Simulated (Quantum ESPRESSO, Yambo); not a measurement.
# Excitons of BaS (Fm-3m): kernels and approximations, part 2 of 4

Wanted: excitons and ε₂ of BaS (Fm-3m), with cost.

Quantum ESPRESSO 7.5 and Yambo 5.3.0; PBE and many-body steps on it, plane waves. Known limits of the many-body steps: not at the basis limit; no spin-orbit coupling; bindings not settled in the k mesh.

So far. Step 4 (Screening and self-energy, 4×4×4 mesh, 155 bands …): The gap on the mesh goes from 2.15 eV to 3.56 eV, a correction of +1.41 eV. Step 5 (Empty states on the mesh, 4×4×4 mesh, 23 bands): On this mesh the gap is 2.146 eV.

**7. Excitons**

Light makes an electron and a hole together. The Bethe-Salpeter equation adds their screened attraction and their exchange, in a window of bands around the gap.

This step: Bethe-Salpeter equation on PBE with a scissors shift, plane waves, norm-conserving pseudopotentials.

Contents of bse3.in:

```
optics
bss
bse
em1s
dipoles
rim_cut
RandQpts= 1000000
RandGvec= 1 RL
Chimod= "HARTREE"
BSKmod= "SEX"
BSEmod= "resonant"
BSSmod= "d"
BSENGexx= 20 Ry
BSENGBlk= 4 Ry
% BSEQptR
 1 | 1 |
%
% BSEBands
 6 | 12 |
%
% BEnRange
 0 | 6 | eV
%
% BDmRange
 0.1 | 0.1 | eV
%
BEnSteps= 121
% BLongDir
 1 | 0 | 0 |
%
% BndsRnXs
 2 | 23 |
%
NGsBlkXs= 4 Ry
% LongDrXs
 1 | 1 | 1 |
%
% KfnQP_E
 1.433 | 1.0 | 1.0 |
%
WRbsWF
FFTGvecs= 30 Ry
```

Started as:

```console
$ OMP_NUM_THREADS=1 mpirun -n 4 yambo -F bse3.in -J bse3 -C bse3 > bse3.log
```

Log:

```text
 Yambo, version 5.3.0

 [02] CORE Variables Setup
 =========================

  [... cell, symmetries and grids as in the set-up ...]

  [02.05] Energies & Occupations
  ==============================

  [X] === General ===
  [X] Electronic Temperature                        :  0.000000  0.000000 [eV K]
  [X] Bosonic    Temperature                        :  0.000000  0.000000 [eV K]
  [X] Finite Temperature mode                       : no
  [X] El. density                                   :  0.24558E+24 [cm-3]
  [X] Fermi Level                                   :  5.894091 [eV]

  [X] === Gaps and Widths ===
  [X] Conduction Band Min                           :  2.146280 [eV]
  [X] Valence Band Max                              :  0.000000 [eV]
  [X] Filled Bands                                  :   8
  [X] Empty Bands                                   :   9  23
  [X] Direct Gap                                    :  2.272370 [eV]
  [X] Direct Gap localized at k                     :   7
  [X] Indirect Gap                                  :  2.146280 [eV]
  [X] Indirect Gap between kpts                     :   1   7
  [X] Last valence band width                       :  1.057937 [eV]
  [X] 1st conduction band width                     :  3.430145 [eV]

 [03] Transferred momenta grid and indexing
 ==========================================

 [BZ sampling] Q-grid is User defined and/or read from the database

 IBZ Q-points                                      :   8
 BZ  Q-points                                      :   64

 K/Q-points units:
 rlu = crystal or reduced units; cc = cartesian coordinates; iku = interal k-units

 Q [1]          [rlu]:  0.000000  0.000000  0.000000
 Q [2]          [rlu]:  0.74313E-17  0.74313E-17  0.25000
 Q [3]          [rlu]: -0.14863E-16 -0.14863E-16 -0.50000
 Q [4]          [rlu]:  0.74488E-17  0.25000      0.25000
 Q [5]          [rlu]:  0.16929E-16  0.25000      0.50000
 Q [6]          [rlu]: -0.14863E-16  0.25000     -0.25000
 Q [7]          [rlu]: -0.14898E-16 -0.50000     -0.50000
 Q [8]          [rlu]:  0.250000 -0.500000 -0.250000

  [03.01] X + BSE indexes
  =======================

   [03.01.01] Sigma indexes
   ========================

 [04] Coloumb potential Random Integration (RIM)
 ===============================================

  [04.01] RIM initialization
  ==========================

  * Diagonal components only detected *

  8 x (sBL volume)        :  0.070521 [a.u.]
  sBZ random points       :  1000000
  Points outside the sBZ  :   7987327
  RL volume               :  0.564170 [a.u.]
  Integrated volume       :  0.565065 [a.u.]

  [04.02] RIM integrals
  =====================

  Gamma point sphere radius             :  0.074942 [a.u.]
  Points outside the sphere             :   799513
  [Int_sBZ(q=0) 1/q^2]*(Vol_sBZ)^(-1/3) =:  7.764325
                                 should be <:  7.795600

  Summary of Coulomb integrals for non-metallic bands |Q|[au] RIM/Bare

  Q [1] 0.100000E-4 0.995988 * Q [2] 0.225398 1.066654
  Q [4] 0.260268 1.065697 * Q [6] 0.368074 1.027401
  Q [5] 0.431605 1.020783 * Q [3] 0.450797 1.018057
  Q [7] 0.520535 1.014668 * Q [8] 0.581976 1.011636

 [WARNING] [BS] User bands 6-12 break level degeneracy

 [05] External/Internal QP corrections
 =====================================

 [QP_apply] Action to be applied: USER defined scissor

  [05.01]  QP corrections report
  ==============================

  [K+QP] === General ===
  [K+QP] Electronic Temperature                     :  0.000000  0.000000 [eV K]
  [K+QP] Bosonic    Temperature                     :  0.000000  0.000000 [eV K]
  [K+QP] Finite Temperature mode                    : no
  [K+QP] El. density                                :  0.24558E+24 [cm-3]
  [K+QP] Fermi Level                                :  0.000000 [eV]

  [K+QP] === Gaps and Widths ===
  [K+QP] Conduction Band Min                        :  3.579280 [eV]
  [K+QP] Valence Band Max                           :  0.000000 [eV]
  [K+QP] Filled Bands                               :   8
  [K+QP] Empty Bands                                :   9  23
  [K+QP] Direct Gap                                 :  3.705370 [eV]
  [K+QP] Direct Gap localized at k                  :   7
  [K+QP] Indirect Gap                               :  3.579280 [eV]
  [K+QP] Indirect Gap between kpts                  :   1   7
  [K+QP] Last valence band width                    :  1.057937 [eV]
  [K+QP] 1st conduction band width                  :  3.430145 [eV]

  [coarse-grid] Minimum Bare Gap        [ev]:  2.146280
  [coarse-grid] Minimum Gap Correction  [ev]:  1.433000

  Eqp @ K [1]
   -26.0544     -11.0956     -11.0956     -11.0956     -10.3327    -0.305168E-7 -0.248748E-7   0.00000
    5.05883   5.33911   5.33911   5.33911   6.26313   6.26313   9.98874  16.15018
  Eqp @ K [2]
  -26.03225 -11.82731 -11.11473 -11.11473  -9.55549  -1.12801  -0.60809  -0.60809
    5.55316   6.21451   6.21451   6.84316   7.83555   7.83555  11.87839  13.38657
  Eqp @ K [3]
  -26.00989 -12.23507 -11.13359 -11.13359  -9.09612  -1.90432  -1.05794  -1.05794
    7.00943   7.10616   7.77978   7.77978  10.26524  10.26524  10.40677  10.40677
  Eqp @ K [4]
[...]
Eqp @ K [5]
[...]
4.89492   7.42789   8.23534   8.34073   8.54594   9.87845  10.16869  11.44874
  [... 2 further k-points ...]
  Eqp @ K [8]
  -25.99635 -11.63157 -11.43545 -11.43545  -9.70100  -1.09526  -0.46851  -0.46851
    5.73518   5.73518   7.75922   8.33534   8.99232  10.99621  12.00539  12.00539

 [06] Dipoles
 ============

  [06.01] Setup: observables and procedures
  =========================================

  [WARNING] [r,Vnl^pseudo] included in position and velocity dipoles.

  [WARNING] In case H contains other non local terms, these are neglected

 [07] Static Dielectric Matrix
 =============================

 [WR./bse3//ndb.em1s]------------------------------------------------------------
  Brillouin Zone Q/K grids (IBZ/BZ)                :    8   64    8   64
  RL vectors                                       :  1291 [WF]
  Coulomb cutoff potential                         : none
  Electronic Temperature                           :  0.000000 [K]
  Bosonic    Temperature                           :  0.000000 [K]
  Static diel. fun.  energies                      : Perdew, Burke & Ernzerhof(X)+Perdew, Burke & Ernzerhof(C)
  wavefunctions                                    : Perdew, Burke & Ernzerhof(X)+Perdew, Burke & Ernzerhof(C)
  Global Gauge                                     : length
  X matrix size                                    :   65
  X band range                                     :   2  23
  X e/h energy range                               : -1.000000 -1.000000 [eV]
  X Time ordering                                  : T
  X Hxc Kernel                                     : HARTREE
  X Drude frequency                                :  0.000000  0.000000
  X poles                                          :  100.0000 [o/o]
  RL vectors in the sum                            :  1291
  [r,Vnl] included                                 : yes
  Field direction                                  :  0.577350E-5  0.577350E-5  0.577350E-5
  BZ energy Double Grid                            : no
  BZ energy DbGd points                            : 0
  BZ Q point size factor                           : -1.000000
  X Optical Averaged directions                    : none

 [08] Bethe Salpeter Equation driver
 ===================================

  [08.01] Bethe Salpeter Equation @q1
  ===================================

   [08.01.01] Transition pre-analysis @q1
   ======================================

   [08.01.02] Transition Groups build-up @q1
   =========================================

   [BSK] Transition groups (total):  16
   [BSK] Size (resonant):   768
   [BSK]         (total):   768
   [BSK] N. of matrices :  1

   [08.01.03] Loading Dipoles @q1
   ==============================

   [08.01.04] Independent Particles properties @q1
   ===============================================

   ==========================================================

   [BSE] Exchange components :   701
   [BSE] Correlation components :   65  283

    [08.01.05.01] Screened interaction header I/O
    =============================================

    [08.01.05.02] Main kernel loop
    ==============================

    [08.01.05.03] Wave-Function Phases
    ==================================

    [BSE] WF phases found       :  52.00893 [o/o]

   [08.01.06] BSE solver(s) @q1
   ============================

   [08.01.07] Diago Solver @q1
   ===========================

 [11] Game Over & Game summary
```

It took 5.9 s on 4 MPI ranks of Arm Neoverse V1, shared host; peak memory 1 GiB; 19 s of CPU time.

This step gave:

```
transitions in the window                                      : 768
direct gap of the transition levels                            : 3.705 eV
lowest state                                                   : 3.209 eV
first strong exciton (over a fiftieth of the strongest listed) : 3.225 eV
binding of the lowest state below the direct gap               : 0.4962 eV
Coulomb term of one mesh cell                                  : 0.5410 eV
```

The binding is 0.92 times the screened Coulomb term of one mesh cell (0.54 eV), so it is not shown settled.

The lowest state lies at 3.209 eV, 0.496 eV under the direct gap.

Lines within 3 meV are set at the lowest of them, and the highest group, which the list may cut short, is left out. Exciton lines, with heights relative to the strongest:

```csv
position (eV),lines merged,"strength, relative"
3.209,3,0.0
3.225,3,100
3.588,2,0.0
3.592,1,0.0
3.906,3,0.0
3.935,3,98
3.961,3,0.0
3.980,3,0.0
```

The ε₂ has structure finer than the step of the table below, so its rows give means over 0.2 eV, whole bins alone (the curve runs from 0 to 6 eV). Peaks (eV: height): BSE 3.25: 6.69, 3.95: 6.96, 4.55: 6.24, 4.90: 8.15, 5.70: 11.3; no electron-hole interaction 3.70: 4.14, 4.40: 4.94, 5.50: 7.75.

Field along x; broadening 0.1 eV; transition window only. Limits: finite bands, cutoff and mesh; no spin-orbit coupling; exciton not shown settled in the k mesh. The ε₂ by photon energy; means over each step:

```csv
photon energy (eV),BSE,no electron-hole interaction
0.2,0.0317,0.0214
0.4,0.0349,0.0231
0.6,0.0386,0.0250
0.8,0.0430,0.0272
1.0,0.0483,0.0297
1.2,0.0548,0.0327
1.4,0.0630,0.0362
1.6,0.0735,0.0404
1.8,0.0876,0.0456
2.0,0.107,0.0521
2.2,0.137,0.0605
2.4,0.185,0.0717
2.6,0.277,0.0877
2.8,0.506,0.112
3.0,1.47,0.155
3.2,5.42,0.247
3.4,2.39,0.539
3.6,1.26,2.26
3.8,3.26,2.49
4.0,4.96,0.846
4.2,1.70,1.27
4.4,2.52,4.01
4.6,5.38,1.76
4.8,5.68,0.988
5.0,6.05,2.16
5.2,2.44,2.38
5.4,2.37,4.87
5.6,7.71,5.28
5.8,8.35,1.83
```

The program warns that the window of bands cuts a degenerate level, which breaks the symmetry of states and spectrum.

**8. Triplet (no exchange term)**

bse4.in, as its differences from bse3.in of step 7:

```diff
@@ -12,3 +12,3 @@
 BSSmod= "d"
-BSENGexx= 20 Ry
+BSENGexx= 1 RL
 BSENGBlk= 4 Ry
```

Started as:

```console
$ OMP_NUM_THREADS=1 mpirun -n 4 yambo -F bse4.in -J bse4,bse3_W -C bse4 > bse4.log
```

Log:

```text
 Yambo, version 5.3.0

 [02] CORE Variables Setup
 =========================

  [... cell, symmetries and grids as in the set-up ...]

  [02.05] Energies & Occupations
  ==============================

  [X] === General ===
  [X] Electronic Temperature                        :  0.000000  0.000000 [eV K]
  [X] Bosonic    Temperature                        :  0.000000  0.000000 [eV K]
  [X] Finite Temperature mode                       : no
  [X] El. density                                   :  0.24558E+24 [cm-3]
  [X] Fermi Level                                   :  5.894091 [eV]

  [X] === Gaps and Widths ===
  [X] Conduction Band Min                           :  2.146280 [eV]
  [X] Valence Band Max                              :  0.000000 [eV]
  [X] Filled Bands                                  :   8
  [X] Empty Bands                                   :   9  23
  [X] Direct Gap                                    :  2.272370 [eV]
  [X] Direct Gap localized at k                     :   7
  [X] Indirect Gap                                  :  2.146280 [eV]
  [X] Indirect Gap between kpts                     :   1   7
  [X] Last valence band width                       :  1.057937 [eV]
  [X] 1st conduction band width                     :  3.430145 [eV]

 [03] Transferred momenta grid and indexing
 ==========================================

 IBZ Q-points                                      :   8
 BZ  Q-points                                      :   64

 K/Q-points units:
 rlu = crystal or reduced units; cc = cartesian coordinates; iku = interal k-units

 Q [1]          [rlu]:  0.000000  0.000000  0.000000
 Q [2]          [rlu]:  0.74313E-17  0.74313E-17  0.25000
 Q [3]          [rlu]: -0.14863E-16 -0.14863E-16 -0.50000
[...]
[K+QP] === Gaps and Widths ===
  [K+QP] Conduction Band Min                        :  3.579280 [eV]
  [K+QP] Valence Band Max                           :  0.000000 [eV]
  [K+QP] Filled Bands                               :   8
  [K+QP] Empty Bands                                :   9  23
  [K+QP] Direct Gap                                 :  3.705370 [eV]
  [K+QP] Direct Gap localized at k                  :   7
  [K+QP] Indirect Gap                               :  3.579280 [eV]
  [K+QP] Indirect Gap between kpts                  :   1   7
  [K+QP] Last valence band width                    :  1.057937 [eV]
  [K+QP] 1st conduction band width                  :  3.430145 [eV]

  [coarse-grid] Minimum Bare Gap        [ev]:  2.146280
  [coarse-grid] Minimum Gap Correction  [ev]:  1.433000

  Eqp @ K [1]
   -26.0544     -11.0956     -11.0956     -11.0956     -10.3327    -0.305168E-7 -0.248748E-7   0.00000
    5.05883   5.33911   5.33911   5.33911   6.26313   6.26313   9.98874  16.15018
  Eqp @ K [2]
  -26.03225 -11.82731 -11.11473 -11.11473  -9.55549  -1.12801  -0.60809  -0.60809
[...]
Eqp @ K [3]
[...]
Eqp @ K [4]
[...]
Eqp @ K [5]
[...]
[... 2 further k-points ...]
  Eqp @ K [8]
  -25.99635 -11.63157 -11.43545 -11.43545  -9.70100  -1.09526  -0.46851  -0.46851
    5.73518   5.73518   7.75922   8.33534   8.99232  10.99621  12.00539  12.00539

 [06] Dipoles
 ============

  [06.01] Setup: observables and procedures
  =========================================

  [WARNING] [r,Vnl^pseudo] included in position and velocity dipoles.

  [WARNING] In case H contains other non local terms, these are neglected

 [07] Static Dielectric Matrix
 =============================

    [08.01.05.02] Main kernel loop
    ==============================

    [08.01.05.03] Wave-Function Phases
    ==================================

    [BSE] WF phases found       :  52.00893 [o/o]

   [08.01.06] BSE solver(s) @q1
   ============================

   [08.01.07] Diago Solver @q1
   ===========================

 [11] Game Over & Game summary
```

It took 3.3 s on 4 MPI ranks; peak memory 1 GiB; 13 s of CPU time.

The lowest triplet lies at 3.177 eV; without spin-orbit coupling triplets are dark, so no spectrum is read.

The program warns that the window of bands cuts a degenerate level, which breaks the symmetry of states and spectrum.

**9. Empty states on the mesh, 6×6×6 mesh, 23 bands**

This step: Quantum ESPRESSO 7.5; DFT, PBE, plane waves, norm-conserving pseudopotentials.

Contents of pw.in:

```
&control
  calculation = 'nscf'
  prefix = 'x'
  outdir = 'o'
  pseudo_dir = 'pseudo'
/
&system
  ibrav = 0
  nat = 2
  ntyp = 2
  ecutwfc = 40.0
  nbnd = 23
  force_symmorphic = .true.
/
&electrons
  conv_thr = 1e-9
  electron_maxstep = 80
  diago_full_acc = .true.
  diago_thr_init = 5e-6
/
ATOMIC_SPECIES
  Ba 137.33 Ba.upf
  S 32.06 S.upf
CELL_PARAMETERS angstrom
  0.0000000000 3.1937500000 3.1937500000
  3.1937500000 0.0000000000 3.1937500000
  3.1937500000 3.1937500000 0.0000000000
ATOMIC_POSITIONS crystal
  Ba 0.0000000000 0.0000000000 0.0000000000
  S 0.5000000000 0.5000000000 0.5000000000
K_POINTS automatic
  6 6 6 0 0 0
```

Started as:

```console
$ OMP_NUM_THREADS=1 mpirun -n 4 pw.x -nk 4 -in pw.in > pw.out
```

Log:

```text
[banner, memory and clock lines left out]
Program PWSCF v.7.5 starts

     Atomic positions and unit cell read from directory:
     o/x.save/

     Message from routine setup:
     using ibrav=0 with symmetry is DISCOURAGED, use correct ibrav instead

     G-vector sticks info

     bravais-lattice index     =            0
     lattice parameter (alat)  =       8.5352  a.u.
     unit-cell volume          =     439.6725 (a.u.)^3
     number of atoms/cell      =            2
     number of atomic types    =            2
     number of electrons       =        16.00
[...]
9.8309  10.2031  10.2031  10.4902  11.4899  11.4899  15.5016  18.6732
    19.1574  19.1574  22.0875  22.0875  23.2350  23.2350  23.6500

          k = 0.2357 0.2357-0.2357 (  1886 PWs)   bands (ev):

   -20.1270  -6.1533  -5.2301  -5.2301  -3.4164   4.3543   5.0477   5.0477
    10.3729  11.2818  11.2818  11.9451  13.2288  13.2288  16.2113  16.6093
    16.6093  18.6898  19.5420  19.5420  21.0574  24.2620  24.2722

          k =-0.3536-0.3536 0.3536 (  1892 PWs)   bands (ev):

     [... further k-points ...]

     highest occupied, lowest unoccupied level (ev):     5.8941    8.0404

     XML data file, pseudopotentials, collected wavefunctions
```

The job ended after 2.3 s (4 MPI ranks; peak memory 0.19 GiB).

Numbers from this step:

```yaml
gap: 2.146 eV
k_of_the_valence_top: 0, 0, 0
k_of_the_conduction_bottom: 0, -0.5, -0.5
least_direct_gap: 2.272 eV
k_points_computed: 16
lowest_point_of_the_top_converged_band_above_the_valence_top: 16.11 eV
```

On this mesh the gap is 2.146 eV.

**10. Conversion and set-up**

This step: Yambo 5.3.0; conversion and set-up on PBE, plane waves, norm-conserving pseudopotentials.

Started as:

```console
$ (cd o/x.save; p2y > p2y.log; mv SAVE ../..); yambo > setup.log
```

Log:

```text
 Yambo, version 5.3.0

 [02] CORE Variables Setup
 =========================

  [02.01] Unit cells
  ==================

  Cell kind             :  FCC
  Atoms in the cell     :  Ba  S
  number of Ba atoms    :  1
  number of S  atoms    :  1

  List of atomic masses
  Mass of Ba    :  137.3300
  Mass of S     :  32.06000

  List of atomic coordinates    : [cc]
  Ba1       :  0.000000  0.000000  0.000000  order 1
  S1       :  6.035313  6.035313  6.035313  order 2

  Alat factors          :  6.035313  6.035313  6.035313 [a.u.]
  Direct lattice volume :  439.6725 [a.u.]
[...]
Q [ 1]         [rlu]:  0.000000  0.000000  0.000000
 Q [ 2]         [rlu]:  0.40418E-17  0.40418E-17  0.16667
 Q [ 3]         [rlu]:  0.80835E-17  0.80835E-17  0.33333
[...]
Q [ 8]         [rlu]: -0.68184E-16  0.16667     -0.33333
 Q [ 9]         [rlu]: -0.69886E-17  0.16667     -0.16667
 Q [10]         [rlu]:  0.99317E-17  0.33333      0.33333
     [... 4 further rows ...]
 Q [15]         [rlu]:  0.166667  0.333333 -0.333333
 Q [16]         [rlu]:  0.166667 -0.500000 -0.333333

  [03.01] X indexes
  =================

   [03.01.01] Sigma indexes
   ========================

 [06] Game Over & Game summary
```

Run time: 2.2 s. Hardware: 1 MPI rank; peak memory 0.24 GiB.

[end of part 2 of 4]

[Paths, hosts, dates, memory and timing lines, banners, echoed tables and standing remarks are left out of the program output.]

[Logs are printed without paths, hosts, clocks, repeated set-up lines and the standing remarks that a program may print on its own settings, such as how far it seeks lower states.]

[Runs of the session that timed out or met a known fault of the program may be left out.]

[Hosts, paths, dates, database ids (printed as entryN), source tags and the programs' standing remarks are cut or masked in the printed files.]
